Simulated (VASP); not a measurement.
# LaH2 (Fd-3m) in VASP: notebook, part 2 of 2

VASP 6.6.1. The steps go on from the part before.

### Step 3. Single point, r2SCAN+U

File POSCAR:

```
LaH2
1.0
    0.0000000000      3.7191590000      3.7191590000
    3.7191590000      0.0000000000      3.7191590000
    3.7191590000      3.7191590000      0.0000000000
La H
2 4
Direct
    0.0000000000      0.0000000000      0.0000000000
    0.2500000000      0.2500000000      0.2500000000
    0.6250000000      0.6250000000      0.6250000000
    0.1250000000      0.6250000000      0.6250000000
    0.6250000000      0.6250000000      0.1250000000
    0.6250000000      0.1250000000      0.6250000000
```

File INCAR.step1:

```
  ALGO = Normal
  EDIFF = 1E-4
  ENCUT = 520
  GGA = PE
  ISMEAR = -1
  LASPH = T
  LCHARG = F
  LDAU = T
  LDAUJ = 0 0
  LDAUL = 3 -1
  LDAUTYPE = 2
  LDAUU = 5 0
  LMAXMIX = 6
  LREAL = F
  LWAVE = T
  NBANDS = 22
  NELM = 150
  PREC = Accurate
  SIGMA = 0.0608
```

File INCAR.step2:

```
  ALGO = Normal
  EDIFF = 1E-6
  ENCUT = 520
  ISIF = 2
  ISMEAR = -1
  ISTART = 1
  LASPH = T
  LCHARG = F
  LDAU = T
  LDAUJ = 0 0
  LDAUL = 3 -1
  LDAUPRINT = 1
  LDAUTYPE = 2
  LDAUU = 5 0
  LMAXMIX = 6
  LMIXTAU = T
  LREAL = F
  LWAVE = F
  METAGGA = R2SCAN
  NBANDS = 22
  NELM = 150
  PREC = Accurate
  SIGMA = 0.0608
```

File KPOINTS:

```
k-points
0
Gamma
  4 4 4
```

Potentials or basis: VASP PAW PBE potentials, release 64 (La, H).

On the command line:

```
> cat potpaw_PBE.64/La/POTCAR potpaw_PBE.64/H/POTCAR > POTCAR
> cp INCAR.step1 INCAR
> mpirun -np 1 vasp_std > vasp.out
> cp INCAR.step2 INCAR
> mpirun -np 1 vasp_std > vasp.out
```

It took 7.1 min on 1 thread of Intel Xeon Platinum 8259CL at 2.50GHz (Skylake/Cascade Lake), shared host; peak memory 0.27 GiB.

The run converged. Its results:

| Property | Result |
| --- | --- |
| Free energy | -69.2757 eV |
| Pressure | -7.6 GPa |
| Band gap on the k mesh | none (metal or under the smearing width) |

Levels at points of the mesh, in eV from the Fermi level:
| k point | band 11 | band 12 | band 13 | band 14 | band 15 | band 16 |
| --- | --- | --- | --- | --- | --- | --- |
| (0.00, 0.00, 0.00) | -2.13 | -2.13 | -0.98 | -0.98 | 1.73 | 1.73 |
| (0.50, 0.00, 0.00) | -2.75 | -2.75 | -0.28 | -0.28 | 0.21 | 2.23 |
| (0.50, 0.50, 0.00) | -1.73 | -1.73 | 0.13 | 0.13 | 0.15 | 0.15 |

Eigenvalues of the final occupation matrices:
| site | spin | trace | eigenvalues |
| --- | --- | --- | --- |
| site 1 f | 1 | 0.03 | 0.00 0.00 0.00 0.00 0.01 0.01 0.01 |
| site 1 f | 2 | 0.03 | 0.00 0.00 0.00 0.00 0.01 0.01 0.01 |
| site 2 f | 1 | 0.03 | 0.00 0.00 0.00 0.00 0.01 0.01 0.01 |
| site 2 f | 2 | 0.03 | 0.00 0.00 0.00 0.00 0.01 0.01 0.01 |

Caveat: the k mesh is coarse (spacing up to 0.37 Å⁻¹), so the values aren't converged; the PAW data sets were made with another functional, which shifts forces and pressure a little; U without spin polarisation on a metal has little footing; the U is typed as a test and isn't derived for this compound. The run has no spin-orbit coupling, so splittings on La are missing.

### Step 4. Single point, r2SCAN

POSCAR is that of step 3.

File INCAR.step1:

```
PREC = Accurate ; ENCUT = 520
ISMEAR = -1 ; SIGMA = 0.0608
LREAL = F ; LASPH = T
NELM = 80 ; NBANDS = 22
GGA = PE ; ALGO = Normal
EDIFF = 1E-4 ; LWAVE = T
LCHARG = F
```

File INCAR.step2:

```
PREC = Accurate ; ENCUT = 520
EDIFF = 1E-6 ; ISMEAR = -1
SIGMA = 0.0608 ; LREAL = F
LASPH = T ; NELM = 80
ALGO = Normal ; ISIF = 2
LWAVE = F ; LCHARG = F
METAGGA = R2SCAN ; LMIXTAU = T
NBANDS = 22 ; ISTART = 1
```

File KPOINTS:

```
regular mesh
0
Gamma
  4 4 4
```

Potentials or basis: VASP PAW PBE potentials, release 64 (La, H).

On the command line:

```
> cat potpaw_PBE.64/La/POTCAR potpaw_PBE.64/H/POTCAR > POTCAR
> cp INCAR.step1 INCAR
> mpirun -np 1 vasp_std > vasp.out
> cp INCAR.step2 INCAR
> mpirun -np 1 vasp_std > vasp.out
```

OUTCAR:

```text
PREC = Accurate
   ENCUT = 520
   EDIFF = 1E-6
   ISMEAR = -1
   LREAL = F
   LASPH = T
   NELM = 80
   ISIF = 2
   METAGGA = R2SCAN
   ISTART = 1

 ion  position               nearest neighbor table
   1  0.000  0.000  0.000-   2 3.22   2 3.22   2 3.22   2 3.22
   2  0.250  0.250  0.250-   1 3.22   1 3.22   1 3.22   1 3.22
   3  0.625  0.625  0.625-
   4  0.125  0.625  0.625-
   5  0.625  0.625  0.125-
   6  0.625  0.125  0.625-
[... 388 lines left out ...]
  --------------------------------------------------------------------------------------
  -------------------------------------------------------------------------------------
  Total       -5.8383048     -5.8383048     -5.8383048      0.0000000     -0.0000000      0.0000000
  in kB      -90.9144910    -90.9144910    -90.9144910      0.0000000     -0.0000000      0.0000000
  external PRESSURE =     -90.9144910 kB  Pullay stress =       0.0000000 kB

 VOLUME and BASIS-vectors are now :
 -----------------------------------------------------------------------------
  energy-cutoff  :      520.00
  volume of cell :      102.89
      direct lattice vectors                 reciprocal lattice vectors
     0.000000000  3.719159000  3.719159000    -0.134438995  0.134438995  0.134438995
     3.719159000  0.000000000  3.719159000     0.134438995 -0.134438995  0.134438995
     3.719159000  3.719159000  0.000000000     0.134438995  0.134438995 -0.134438995

 POSITION                                       TOTAL-FORCE (eV/Angst)
 -----------------------------------------------------------------------------------
      0.00000      0.00000      0.00000         0.000000      0.000000      0.000000
      1.85958      1.85958      1.85958        -0.000000     -0.000000     -0.000000
      4.64895      4.64895      4.64895         0.000000     -0.000000      0.000000
      4.64895      2.78937      2.78937         0.000000     -0.000000      0.000000
      2.78937      2.78937      4.64895         0.000000     -0.000000      0.000000
      2.78937      4.64895      2.78937         0.000000     -0.000000      0.000000
 -----------------------------------------------------------------------------------
    total drift:                               -0.000000     -0.000000      0.000000

  FREE ENERGIE OF THE ION-ELECTRON SYSTEM (eV)
  ---------------------------------------------------
  free  energy   TOTEN  =       -69.8538963584 eV

  energy  without entropy=      -69.7322653379  energy(sigma->0) =      -69.79308085
```

OSZICAR.step1:

```text
N       E                     dE             d eps       ncg     rms          rms(c)
DAV:   1     0.281069806761E+03    0.28107E+03   -0.91332E+03   352   0.153E+03
DAV:   2     0.304246905359E+02   -0.25065E+03   -0.24329E+03   504   0.263E+02
DAV:   3    -0.164264378436E+02   -0.46851E+02   -0.45857E+02   536   0.153E+02
DAV:   4    -0.196801659864E+02   -0.32537E+01   -0.31405E+01   696   0.355E+01
DAV:   5    -0.200134254099E+02   -0.33326E+00   -0.31384E+00   592   0.100E+01    0.416E+00
DAV:   6    -0.197417442859E+02    0.27168E+00   -0.14337E+00   704   0.533E+00    0.220E+00
DAV:   7    -0.197326525197E+02    0.90918E-02   -0.26538E-01   696   0.292E+00    0.113E+00
DAV:   8    -0.197456824175E+02   -0.13030E-01   -0.42750E-02   680   0.128E+00    0.362E-01
DAV:   9    -0.197473667756E+02   -0.16844E-02   -0.41552E-03   696   0.525E-01    0.111E-01
DAV:  10    -0.197474645154E+02   -0.97740E-04   -0.80987E-04   576   0.169E-01
   1 F= -.19747465E+02 E0= -.19685836E+02  d E =-.123257E+00
```

It took 2.6 min on 1 thread of Intel Xeon Platinum 8259CL at 2.50GHz (Skylake/Cascade Lake), shared host; peak memory 0.26 GiB.

Results:

| Quantity | Value |
| --- | --- |
| Free energy | -69.8539 eV |
| Pressure | -9.1 GPa |
| Band gap on the k mesh | none (metal or under the smearing width) |

Levels at points of the mesh, in eV from the Fermi level:
```
           k point  band 9  band 10  band 11  band 12  band 13  band 14  band 15  band 16  band 17  band 18
(0.00, 0.00, 0.00)   -6.16    -2.15    -2.15    -2.15    -0.88    -0.88     1.03     1.27     1.27     1.27
(0.50, 0.00, 0.00)   -4.70    -3.80    -2.74    -2.74    -0.26    -0.26     0.13     1.03     1.30     1.39
(0.50, 0.50, 0.00)   -4.52    -4.52    -1.80    -1.80     0.17     0.17     0.18     0.18     0.51     0.51
```

Caveat: the k mesh is coarse (spacing up to 0.37 Å⁻¹), so the values aren't converged; the PAW data sets were made with another functional, which shifts forces and pressure a little. Spin-orbit coupling is left out, which matters for the levels of La.
